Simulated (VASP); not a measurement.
# In (I4/mmm) in VASP: further runs

Runs on In. Level: PBEsol. Tasks: relaxation of cell and atoms, single point.

Program: VASP 6.6.1. These are calculated values, not measurements. Logs are shortened: lines on timing, memory, paths and dates and some standing lists are left out, and cuts for length are marked.

### Step 1. The structure

It takes space group I4/mmm (No. 139, tetragonal). Conventional cell: a = 3.389 Å, b = 3.389 Å, c = 4.595 Å, α = 90.00°, β = 90.00°, γ = 90.00°. In (site symmetry 4/mmm) is surrounded by 12 In at 3.32 to 3.39 Å.

### Step 2. Relaxation of cell and atoms, PBEsol

File INCAR:

```
PREC     = Accurate       # precision mode
ENCUT    = 300            # plane-wave cutoff, eV
EDIFF    = 1E-7           # SCF threshold, eV
ISMEAR   = 0              # smearing method
SIGMA    = 0.1            # smearing width, eV
LREAL    = F              # projectors in reciprocal space
LASPH    = T              # aspherical terms in the spheres
NELM     = 60             # most SCF steps
ALGO     = Normal         # electronic algorithm
ISIF     = 3              # what is computed and relaxed
LWAVE    = F              # write WAVECAR
LCHARG   = F              # write CHGCAR
GGA      = PS             # functional
IBRION   = 2              # ionic algorithm
NSW      = 90             # ionic steps
EDIFFG   = -0.005         # ionic threshold
```

File KPOINTS:

```
regular mesh
0
Gamma
  18 18 18
```

File POSCAR:

```
In
1.0
   -1.6947072700      1.6947072700      2.2973723900
    1.6947072700     -1.6947072700      2.2973723900
    1.6947072700      1.6947072700     -2.2973723900
In
1
Direct
    0.0000000000      0.0000000000      0.0000000000
```

Potentials or basis: VASP PAW PBE potentials, release 64 (In_d).

Command:

```console
$ cat potpaw_PBE.64/In_d/POTCAR > POTCAR
$ mpirun -np 1 vasp_std > vasp.out
```

OUTCAR:

```text
PREC = Accurate
   ENCUT = 300
   EDIFF = 1E-7
   ISMEAR = 0
   LREAL = F
   LASPH = T
   NELM = 60
   ISIF = 3
   GGA = PS
   IBRION = 2
   NSW = 90
   EDIFFG = -0.005

 ion  position               nearest neighbor table
   1  0.000  0.000  0.000-

  LATTYP: Found a body centered tetragonal cell.
 ALAT       =     3.3894145400
 C/A-ratio  =     1.3556160587

  Lattice vectors:

 A1 = (  -1.6947072700,   1.6947072700,   2.2973723900)
 A2 = (   1.6947072700,  -1.6947072700,   2.2973723900)
 A3 = (   1.6947072700,   1.6947072700,  -2.2973723900)

Analysis of symmetry for initial positions (statically):
=====================================================================
 Subroutine PRICEL returns:
 Original cell was already a primitive cell.

 Routine SETGRP: Setting up the symmetry group for a
 body centered tetragonal supercell.

 Subroutine GETGRP returns: Found 16 space group operations
 (whereof 16 operations were pure point group operations)
 out of a pool of 16 trial point group operations.

The static configuration has the point symmetry D_4h.

Analysis of symmetry for dynamics (positions and initial velocities):
=====================================================================
 Subroutine PRICEL returns:
 Original cell was already a primitive cell.

 Routine SETGRP: Setting up the symmetry group for a
 body centered tetragonal supercell.

 Subroutine GETGRP returns: Found 16 space group operations
 (whereof 16 operations were pure point group operations)
 out of a pool of 16 trial point group operations.

The dynamic configuration has the point symmetry D_4h.

 Subroutine INISYM returns: Found 16 space group operations
 (whereof 16 operations are pure point group operations),
 and found     1 'primitive' translations

----------------------------------------------------------------------------------------

                                     Primitive cell

  volume of cell :      26.3925

  direct lattice vectors                    reciprocal lattice vectors
    -1.694707270  1.694707270  2.297372390     0.000000000  0.295036204  0.217639945
     1.694707270 -1.694707270  2.297372390     0.295036204  0.000000000  0.217639945
     1.694707270  1.694707270 -2.297372390     0.295036204  0.295036204  0.000000000

  length of vectors
     3.319937554  3.319937554  3.319937554     0.366624477  0.366624477  0.417244201

  position of ions in fractional coordinates (direct lattice)
     0.000000000  0.000000000  0.000000000

  ion indices of the primitive-cell ions
   primitive index   ion index
                 1           1

----------------------------------------------------------------------------------------

 KPOINTS: regular mesh

Automatic generation of k-mesh.
 Grid dimensions read from file:
 generate k-points for:   18   18   18

 Generating k-lattice:

  Cartesian coordinates                     Fractional coordinates (reciprocal lattice)
     0.000000000  0.016390900  0.012091108     0.055555556 -0.000000000  0.000000000
     0.016390900  0.000000000  0.012091108    -0.000000000  0.055555556  0.000000000
     0.016390900  0.016390900  0.000000000     0.000000000  0.000000000  0.055555556

  Length of vectors
     0.020368027  0.020368027  0.023180233

  Shift w.r.t. Gamma in fractional coordinates (k-lattice)
     0.000000000  0.000000000  0.000000000

 Subroutine IBZKPT returns following result:
 ===========================================

 Found    480 irreducible k-points:

 Following reciprocal coordinates:
            Coordinates               Weight
  0.000000  0.000000  0.000000      1.000000
  0.055556  0.000000  0.000000      8.000000
  0.111111  0.000000  0.000000      8.000000
  0.166667  0.000000  0.000000      8.000000
  0.222222  0.000000 -0.000000      8.000000
  0.277778  0.000000  0.000000      8.000000
[... 16 lines left out ...]
 -0.277778  0.055556  0.000000     16.000000
 -0.222222  0.055556  0.000000     16.000000
 [... further k-points ...]
   k-points           NKPTS =    480   k-points in BZ     NKDIM =    480   number of bands    NBANDS=     10
   number of dos      NEDOS =    301   number of ions     NIONS =      1
   total plane-waves  NPLWV =   8000
   dimension x,y,z NGX =    20 NGY =   20 NGZ =   20
   dimension x,y,z NGXF=    40 NGYF=   40 NGZF=   40
   ions per type =               1
   NGX,Y,Z   is equivalent  to a cutoff of  10.02, 10.02, 10.02 a.u.
   NGXF,Y,Z  is equivalent  to a cutoff of  20.03, 20.03, 20.03 a.u.
 SYSTEM =  unknown system
   PREC   = accura    normal or accurate (medium, high low for compatibility)
   ISTART =      0    job   : 0-new  1-cont  2-samecut
   ICHARG =      2    charge: 1-file 2-atom 10-const
   ISPIN  =      1    spin polarized calculation?
   LNONCOLLINEAR =      F non collinear calculations
   LSORBIT =      F    spin-orbit coupling
   LASPH  =      T    aspherical Exc in radial PAW
   ENCUT  =  300.0 eV  22.05 Ry    4.70 a.u.   4.69  4.69  4.69*2*pi/ulx,y,z
   NELM   =     60;   NELMIN=  2; NELMDL= -5     # of ELM steps
   EDIFF  = 0.1E-06   stopping-criterion for ELM
   LREAL  =      F    real-space projection
   EDIFFG = -.5E-02   stopping-criterion for IOM
   NSW    =     90    number of steps for IOM
   IBRION =      2    ionic relax: 0-MD 1-quasi-New 2-CG
   NFREE  =      1    steps in history (QN), initial steepest desc. (CG)
   ISIF   =      3    stress and relaxation
   ISYM   =      2    0-nonsym 1-usesym 2-fastsym
   POTIM  = 0.5000    time-step for ionic-motion
   TEBEG  =    0.0;   TEEND  =   0.0 temperature during run
   PSTRESS=    0.0 pullay stress
   NELECT =      13.0000    total number of electrons
   NUPDOWN=      -1.0000    fix difference up-down
   EMIN   =  10.00;   EMAX   =-10.00  energy-range for DOS
   EFERMI =   0.00;   METHOD = LEGACY
   ISMEAR =     0;   SIGMA  =   0.10  broadening in eV -4-tet -1-fermi 0-gaus
   EFERMI_NEDOS =   21; number of points for ismear=-14 and -15
   IALGO  =     38    algorithm
   IMIX   =      4    mixing-type and parameters
     AMIX     =   0.40;   BMIX     =  1.00
     AMIX_MAG =   1.60;   BMIX_MAG =  1.00
  volume/ion in A,a.u.               =      26.39       178.11
  Fermi-wavevector in a.u.,A,eV,Ry     =   1.292892  2.443212 22.743098  1.671571
  Thomas-Fermi vector in A             =   2.424572
   LORBIT       =      0    0 simple, 1 ext, 2 COOP (PROOUT), +10 PAW based schemes
   GGA     = PS    functional components
   LHFCALC =     F    Hartree Fock is set to
   AEXX    =    0.0000 exact exchange contribution
   IVDW    =     0    specifies the selected vdW correction
   LEPSILON=     F    determine dielectric tensor
   LRPA    =     F    only Hartree local field effects (RPA)
 conjugate gradient relaxation of ions
 non-spin polarized calculation
 Gauss-broadening in eV      SIGMA  =   0.10
  energy-cutoff  :      300.00
  volume of cell :       26.39
 maximum number of plane-waves:       323
   NGX =  9   NGY =  9   NGZ =  9

--------------------------------------- Ionic step        1  -------------------------------------------

 number of electron      12.9999975 magnetization

 Free energy of the ion-electron system (eV)
  ---------------------------------------------------
  ext. energy  EPLUGINS =         0.00000000
  ---------------------------------------------------
  free energy    TOTEN  =        -2.98143052 eV

  energy without entropy =       -2.97939151  energy(sigma->0) =       -2.98041101

------------------------ aborting loop because EDIFF is reached ----------------------------------------

  FORCE on cell =-STRESS in cart. coord.  units (eV):
  Direction    XX          YY          ZZ          XY          YZ          ZX
  --------------------------------------------------------------------------------------
  -------------------------------------------------------------------------------------
  Total       -0.3310706     -0.3310706     -0.2555441      0.0000000      0.0000000      0.0000000
  in kB      -20.0978861    -20.0978861    -15.5129937      0.0000000      0.0000000      0.0000000
  external PRESSURE =     -18.5695887 kB  Pullay stress =       0.0000000 kB
[... 86 lines left out ...]
  FREE ENERGIE OF THE ION-ELECTRON SYSTEM (eV)
  ---------------------------------------------------
  free  energy   TOTEN  =        -2.9887300768 eV

  energy  without entropy=       -2.9868353373  energy(sigma->0) =       -2.98778271

[... ionic steps 4 to 8 ...]

--------------------------------------- Ionic step        9  -------------------------------------------

 number of electron      13.0000005 magnetization

------------------------ aborting loop because EDIFF is reached ----------------------------------------

  FORCE on cell =-STRESS in cart. coord.  units (eV):
  Direction    XX          YY          ZZ          XY          YZ          ZX
  --------------------------------------------------------------------------------------
  -------------------------------------------------------------------------------------
  Total       -0.0086957     -0.0086957     -0.0064561     -0.0000000     -0.0000000     -0.0000000
  in kB       -0.5507709     -0.5507709     -0.4089176     -0.0000000     -0.0000000     -0.0000000
  external PRESSURE =      -0.5034865 kB  Pullay stress =       0.0000000 kB
[... 55 lines left out ...]
  energy  without entropy=       -2.9873958002  energy(sigma->0) =       -2.98847670

--------------------------------------- Ionic step       11  -------------------------------------------

 number of electron      13.0000005 magnetization

 Free energy of the ion-electron system (eV)
  ---------------------------------------------------
  ext. energy  EPLUGINS =         0.00000000
  ---------------------------------------------------
  free energy    TOTEN  =        -2.98965307 eV

  energy without entropy =       -2.98746575  energy(sigma->0) =       -2.98855941

 E-fermi :   7.7677     XC(G=0): -10.5726

 val. band max:        7.7572612788   @ k =   0.2778   0.2778   0.1667
 cond. band min:       7.7704191003   @ k =   0.2222   0.2222   0.2222
 fundamental gap:      0.0131578215
 Fermi energy:         7.7676769815

 k-point     1 :       0.0000    0.0000    0.0000
  band No.  band energies     occupation
      1      -6.8114      2.00000
      2      -6.8039      2.00000
      3      -6.8039      2.00000
      4      -6.6191      2.00000
      5      -6.6103      2.00000
      6      -2.0541      2.00000
      7      18.6153      0.00000
      8      18.6153      0.00000
      9      18.6285      0.00000
     10      19.3565      0.00000
[... 287 lines left out ...]
 k-point    24 :      -0.2222    0.0556    0.0000
  band No.  band energies     occupation
      1      -6.8310      2.00000
      2      -6.7556      2.00000
      3      -6.7485      2.00000
      4      -6.6226      2.00000
      5      -6.5766      2.00000
      6      -1.0438      2.00000
      7      12.5765      0.00000
      8      16.5968      0.00000
      9      17.5596      0.00000
     10      19.5235      0.00000

 [... further k-points ...]

------------------------ aborting loop because EDIFF is reached ----------------------------------------

  FORCE on cell =-STRESS in cart. coord.  units (eV):
  Direction    XX          YY          ZZ          XY          YZ          ZX
  --------------------------------------------------------------------------------------
  -------------------------------------------------------------------------------------
  Total       -0.0000496     -0.0000496      0.0007286      0.0000000      0.0000000      0.0000000
  in kB       -0.0031472     -0.0031472      0.0461987      0.0000000      0.0000000      0.0000000
  external PRESSURE =       0.0133014 kB  Pullay stress =       0.0000000 kB
[... 16 lines left out ...]
  FREE ENERGIE OF THE ION-ELECTRON SYSTEM (eV)
  ---------------------------------------------------
  free  energy   TOTEN  =        -2.9896530707 eV

  energy  without entropy=       -2.9874657549  energy(sigma->0) =       -2.98855941

 reached required accuracy - stopping structural energy minimisation
```

Wall time 2.2 min (1 thread of Intel Xeon 6975P-C (Granite Rapids), shared host); peak memory 0.19 GiB.

Results:

- Free energy: -2.9897 eV
- Relaxed volume: 25.27 Å³/atom
- Relaxed cell: a = 3.297 Å, b = 3.297 Å, c = 3.297 Å, α = 120.18°, β = 120.18°, γ = 89.69°
- Space group after relaxing (to 0.05 Å): Fm-3m (No. 225)
- Energy gained by relaxing: 8.2 meV/atom
- Ionic steps: 11
- Pressure after relaxing: 0.0 GPa
- Band gap on the k mesh: none (metal or under the smearing width)

The path:
```tsv
step	energy change (eV)	largest force (eV/Å)	pressure (GPa)	volume (Å³)
1	0.0000	0.0000	-1.86	26.39
2	-0.0073	0.0000	-0.01	25.24
3	-0.0073	0.0000	-0.01	25.23
4	-0.0074	0.0000	-0.01	25.23
5	-0.0075	0.0000	0.00	25.24
6	-0.0079	0.0000	-0.01	25.26
7	-0.0082	0.0000	-0.05	25.29
8	-0.0082	0.0000	-0.05	25.30
9	-0.0082	0.0000	-0.05	25.30
10	-0.0081	0.0000	0.24	25.14
11	-0.0082	0.0000	0.00	25.27
```

Final structure:
```
In
1.0
    -1.64387    1.64387    2.33754
     1.64387   -1.64387    2.33754
     1.64387    1.64387   -2.33754
In
1
Direct
  0.00000 0.00000 0.00000
```

Caveat: the PAW data sets were made with another functional, which shifts forces and pressure a little.

### Step 3. Relaxation of cell and atoms, PBEsol

Edit INCAR of step 2 so:

```diff
@@ -1,3 +1,3 @@
 PREC     = Accurate       # precision mode
-ENCUT    = 300            # plane-wave cutoff, eV
+ENCUT    = 600            # plane-wave cutoff, eV
 EDIFF    = 1E-7           # SCF threshold, eV
```

File KPOINTS:

```
regular mesh
0
Gamma
  6 6 6
```

POSCAR is that of step 2.

Potentials or basis: VASP PAW PBE potentials, release 64 (In_d).

Command:

```console
$ cat potpaw_PBE.64/In_d/POTCAR > POTCAR
$ mpirun -np 1 vasp_std > vasp.out
```

It took 15 s on 1 thread of Intel Xeon 6975P-C (Granite Rapids), shared host; peak memory 0.16 GiB.

Results (log left out):

```
Free energy                            : -3.0234 eV
Relaxed volume                         : 25.10 Å³/atom
Relaxed cell                           : a = 3.264 Å, b = 3.264 Å, c = 3.264 Å, α = 118.53°, β = 118.53°, γ = 92.57°
Space group after relaxing (to 0.05 Å) : I4/mmm (No. 139)
Energy gained by relaxing              : 9.5 meV/atom
Ionic steps                            : 5
Pressure after relaxing                : 0.0 GPa
Band gap on the k mesh                 : none (metal or under the smearing width)
```

The path:
| step | energy change (eV) | largest force (eV/Å) | pressure (GPa) | volume (Å³) |
| --- | --- | --- | --- | --- |
| 1 | 0.0000 | 0.0000 | -2.23 | 26.39 |
| 2 | -0.0094 | 0.0000 | 0.20 | 25.02 |
| 3 | -0.0095 | 0.0000 | -0.02 | 25.11 |
| 4 | -0.0095 | 0.0000 | 0.03 | 25.08 |
| 5 | -0.0095 | 0.0000 | 0.00 | 25.10 |

Final structure:
```xyz
1
Lattice="-1.6680 1.6680 2.2555 1.6680 -1.6680 2.2555 1.6680 1.6680 -2.2555" Properties=species:S:1:pos:R:3 pbc="T T T"
In    0.0000    0.0000    0.0000
```

Levels at points of the mesh, in eV from the Fermi level:
| k point | band 2 | band 3 | band 4 | band 5 | band 6 | band 7 | band 8 | band 9 | band 10 |
| --- | --- | --- | --- | --- | --- | --- | --- | --- | --- |
| (0.00, 0.00, 0.00) | -14.51 | -14.44 | -14.33 | -14.26 | -9.74 | 10.98 | 11.10 | 11.10 | 11.75 |
| (0.50, 0.00, 0.00) | -14.51 | -14.45 | -14.13 | -14.10 | -4.23 | -3.46 | 8.37 | 9.10 | 11.22 |
| (0.50, 0.50, 0.00) | -14.63 | -14.13 | -14.10 | -14.05 | -2.40 | -2.17 | 4.34 | 4.57 | 7.99 |
| (0.50, 0.50, 0.50) | -14.64 | -14.13 | -14.07 | -14.07 | -1.91 | -1.36 | 3.81 | 3.81 | 7.23 |

Caveat: the k mesh is coarse (spacing up to 0.44 Å⁻¹), so the values aren't converged; the PAW data sets were made with another functional, which shifts forces and pressure a little.

### Step 4. Single point, PBEsol

File INCAR:

```
PREC     = Accurate       # precision mode
ENCUT    = 520            # plane-wave cutoff, eV
EDIFF    = 1E-7           # SCF threshold, eV
ISMEAR   = 0              # smearing method
SIGMA    = 0.1            # smearing width, eV
LREAL    = F              # projectors in reciprocal space
LASPH    = T              # aspherical terms in the spheres
NELM     = 60             # most SCF steps
ALGO     = Normal         # electronic algorithm
ISIF     = 2              # what is computed and relaxed
LWAVE    = F              # write WAVECAR
LCHARG   = T              # write CHGCAR
GGA      = PS             # functional
LELF     = T              # ELF
LVHAR    = T            
NBANDS   = 12             # bands
```

File KPOINTS:

```
regular mesh
0
Gamma
  18 18 18
```

POSCAR is that of step 3.

Command:

```console
$ cat potpaw_PBE.64/In_d/POTCAR > POTCAR
$ mpirun -np 1 vasp_std > vasp.out
```

Run time: 59 s. Hardware: 1 thread of Intel Xeon 6975P-C (Granite Rapids), shared host; peak memory 0.27 GiB.

It converged, with:

```
Free energy            : -2.9820 eV
Pressure               : -1.4 GPa
Band gap on the k mesh : none (metal or under the smearing width)
```

Stress tensor (GPa, compression positive):
```
-1.54  0.00  0.00
 0.00 -1.54  0.00
 0.00  0.00 -1.09
```

Levels at points of the mesh, in eV from the Fermi level:
| k point | band 3 | band 4 | band 5 | band 6 | band 7 | band 8 | band 9 | band 10 |
| --- | --- | --- | --- | --- | --- | --- | --- | --- |
| (0.00, 0.00, 0.00) | -14.51 | -14.41 | -14.35 | -9.52 | 10.39 | 10.50 | 10.50 | 11.51 |
| (0.50, 0.00, 0.00) | -14.51 | -14.24 | -14.21 | -4.34 | -3.37 | 7.93 | 8.61 | 10.94 |
| (0.50, 0.50, 0.00) | -14.24 | -14.21 | -14.17 | -2.38 | -2.35 | 4.08 | 4.31 | 7.54 |
| (0.50, 0.50, 0.50) | -14.24 | -14.18 | -14.18 | -1.91 | -1.65 | 3.60 | 3.60 | 6.86 |

Caveat: the PAW data sets were made with another functional, which shifts forces and pressure a little.

[end of part 1 of 2]
